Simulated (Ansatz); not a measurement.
# Cu: do energies and stresses tell the same story?

Theory: DFT PBE, scalar-relativistic, plane waves, PAW (Ansatz 0.2.0).

Plane waves to 420 eV, a k mesh through Γ of 18×18×10 on the computed 2-atom cell and Gaussian smearing (0.10 eV); no spin polarisation.

Relaxed cell: P6_3/mmc, a = 2.568 Å, b = 2.568 Å, c = 4.194 Å, α = 90.00°, β = 90.00°, γ = 120.00°, 2 atoms in the primitive cell. This form isn't the element's structure at ambient conditions.

Energies at zero smearing and pressures from the stress tensor, at volumes with shape and atoms relaxed:
```
V (Å³/atom) E − E(first) (meV/atom) P (GPa)
     10.538                     0.00    24.52
     10.897                   -45.86    16.64
     11.256                   -75.57    10.07
     11.616                   -91.81     4.58
     11.975                   -96.76     0.00
     12.334                   -92.29    -3.82
     12.693                   -79.98    -7.01
     13.172                   -53.67   -10.43
```

Check P = −dE/dV between neighbouring volumes, and get the bulk modulus from the pressures alone.

With 1 eV/Å³ = 160.2 GPa:
```
middle V (Å³/atom)  −ΔE/ΔV (GPa) mean P (GPa)
            10.718        20.450        20.578
            11.077        13.252        13.352
            11.436         7.241         7.324
            11.795         2.209         2.291
            12.155        -1.992        -1.913
            12.514        -5.490        -5.416
            12.933        -8.802        -8.719
```

The two differ by 0.13 GPa at most. The mean of two end pressures misses the average over a step by about ΔV² P″/12, up to 0.12 GPa here; with that taken off 0.02 GPa remains. Around V = 11.975 Å³/atom, the two neighbours give B = −V ΔP/ΔV = 11.975 × 8.41 / 0.718 = 140.1 GPa, against B0 = 139.3 GPa from the Birch–Murnaghan fit of the energies.